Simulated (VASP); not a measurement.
Input of a VASP 6.6.1 run:

File run.py:

```python
from ase.calculators.vasp import Vasp
from ase.dft.bandgap import bandgap
from ase.spacegroup import crystal

atoms = crystal(
    ['Hf'],
    basis=[[0.6666666667, 0.3333333333, 0.75]],
    spacegroup=194,
    setting=1,
    cellpar=[3.1967, 3.1967, 5.0578, 90.0, 90.0, 120.0],
    primitive_cell=True,
)
calc = Vasp(
    directory='calc',
    xc='pbe',
    pp='PBE',
    setups='minimal',
    prec='Accurate',
    encut=500,
    ediff=1e-06,
    ismear=0,
    sigma=0.1,
    lreal=False,
    lasph=True,
    nelm=60,
    algo='Normal',
    isif=2,
    lwave=False,
    lcharg=True,
    lelf=True,
    lvhar=True,
    kpts=[10, 10, 5],
    gamma=True,
)
atoms.calc = calc

print('energy (eV):', atoms.get_potential_energy())
print('free energy (eV):', atoms.get_potential_energy(force_consistent=True))
print('forces (eV/A):')
print(atoms.get_forces())
print('stress (eV/A^3, Voigt):', atoms.get_stress())
print('Fermi level (eV):', calc.get_fermi_level())
gap, top, bottom = bandgap(calc)
print('band gap (eV):', gap, 'from (spin, k, band)', top, 'to', bottom)
```

Potentials or basis: VASP PAW PBE potentials, release 64 (Hf).

Run with:

```bash
$ python run.py
```

Problem. Estimate the pressure.

Solution. -0.7 GPa.

Problem. What does it give for the band gap on the k mesh?

Solution. None (metal or under the smearing width).

Stress tensor (GPa, compression positive):
```
-0.50  0.00  0.00
 0.00 -0.50  0.00
 0.00  0.00 -1.15
```

Spin-orbit coupling is left out, which matters for the levels of Hf.
